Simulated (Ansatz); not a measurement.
## HfN: the change of pressure with volume scale

Periodic Kohn-Sham DFT of a crystal at fixed atoms, scaled to volume_scale times the given cell; pressure positive in compression, energy less spherical unpolarised free atoms, largest_vzz the field gradient of largest size among the nuclei. The results are calculated, by Ansatz 0.2.0.

The cell before it is scaled or strained (space group Fm-3m, No. 225):
```
HfN
1.0
      0.0000     2.2590     2.2590
      2.2590     0.0000     2.2590
      2.2590     2.2590     0.0000
Hf N
1 1
Direct
  0.00000 0.00000 0.00000
  0.50000 0.50000 0.50000
```

Settings of every row: method all-electron PAW; functional LDA; relativity scalar; k mesh 10x10x10; filling fermi-dirac; smearing width 0.03 eV; nucleus gaussian.

Atom start moment: 0 on all atoms.

Limits: no spin-orbit coupling on heavy atoms.

```csv
row,volume scale,V (Å³/atom),pressure (GPa)
1,0.94,10.836,9.274
2,0.96,11.067,2.414
3,0.98,11.297,-3.74
4,0.99,11.413,?
5,1,11.528,-9.259
6,1.01,11.643,-11.801
7,1.02,11.758,-14.209
8,1.04,11.989,-18.648
9,1.06,12.22,-22.624
```

Question: what pressure should row 4 give?

Worked fit of pressure. Take u = (V_r/V)^(2/3) − 1 with V_r = 11.585 Å³ an atom, which is twice the finite (Eulerian) strain; such expansions in the strain, on which the Birch-Murnaghan equation of state is built, carry the rest volume and the bulk modulus. The shown rows have u = 0.04557, 0.03097, 0.01692, 0.00329, -0.00332, -0.00983, -0.02259, -0.03495. Least squares give pressure = −10.5421 + 384.191 × u + 1108.16 × u² GPa; a straight line predicts inner rows, each left out in turn, worse (root mean square 0.57 against 0.011 GPa). The rows lie off it by 0.007, -0.005, -0.016, 0.007, 0.004, 0.003, 0.007, -0.008 (root mean square 0.008 GPa). The pressure vanishes at u = 0.0256, or V = 11.15 Å³ an atom, and there the bulk modulus at fixed shape and fractions is B = −V dP/dV = (2/3)(1 + u) dP/du = 301 GPa. The withheld row has u = 0.01002, so the fit gives −10.5421 + 384.191 × (0.01002) + 1108.16 × (0.01002)² = -6.581 GPa.

The calculation gave -6.574 GPa. The fit lies 0.007 GPa (0.022 % of the column's range) below it; its largest miss of a shown row is 0.016 GPa.
